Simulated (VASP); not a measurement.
# BeTe: relaxation of cell and atoms with PBE

Crystal: BeTe.

```xyz
2
Lattice="0.0000 2.7421 2.7421 2.7421 0.0000 2.7421 2.7421 2.7421 0.0000" Properties=species:S:1:pos:R:3 pbc="T T T"
Be    2.7421    2.7421    2.7421
Te    0.0000    0.0000    0.0000
```

The cell was built by a generator and needn't be a form met in nature.

```json
{
 "Program": "VASP 6.6.1",
 "Task": "relaxation of cell and atoms",
 "Functional": "PBE",
 "Potentials or basis": "VASP PAW PBE potentials, release 64 (Be, Te)",
 "Cutoff": "520 eV",
 "k mesh": "5 × 5 × 5",
 "Occupations": "gaussian, width 0.15 eV",
 "Spin": "no spin polarisation",
 "Further INCAR settings": "PREC = Normal; ALGO = Fast; EDIFF = 0.0001; IBRION = 2; EDIFFG = -0.08; NSW = 24; ISIF = 3"
}
```

The relaxed volume is 19.28 Å³/atom and the relaxed cell is a = 3.792 Å, b = 3.792 Å, c = 3.792 Å, α = 60.00°, β = 60.00°, γ = 60.00°. The space group after relaxing (to 0.05 Å) is Fm-3m (No. 225) and the energy gained by relaxing is 13.9 meV/atom. The ionic steps are 2, the pressure after relaxing is 0.5 GPa and the band gap on the k mesh is none (metal or under the smearing width).

Step by step:
```
step  energy change (eV)  largest force (eV/Å)  pressure (GPa)  volume (Å³)
   1              0.0000                0.0000           -3.56        41.24
   2             -0.0278                0.0000            0.46        38.57
```

Final structure:
```
Be Te
1.0
     0.00000    2.68157    2.68157
     2.68157    0.00000    2.68157
     2.68157    2.68157    0.00000
Be Te
1 1
Direct
  0.50000 0.50000 0.50000
  0.00000 0.00000 0.00000
```

Levels at points of the mesh, in eV from the Fermi level:
```tsv
k point	band 1	band 2	band 3	band 4	band 5	band 6	band 7	band 8
(0.00, 0.00, 0.00)	-13.42	-0.35	-0.35	-0.35	2.96	6.18	6.18	6.18
```

It took 2.7 s on 1 thread of Intel(R) Xeon(R) 6975P-C (Granite Rapids), with other jobs on the host, peak memory 0.13 GiB.

Caveat: the k mesh is coarse (spacing up to 0.40 Å⁻¹), so the values aren't converged. The run has no spin-orbit coupling, so splittings on Te are missing.
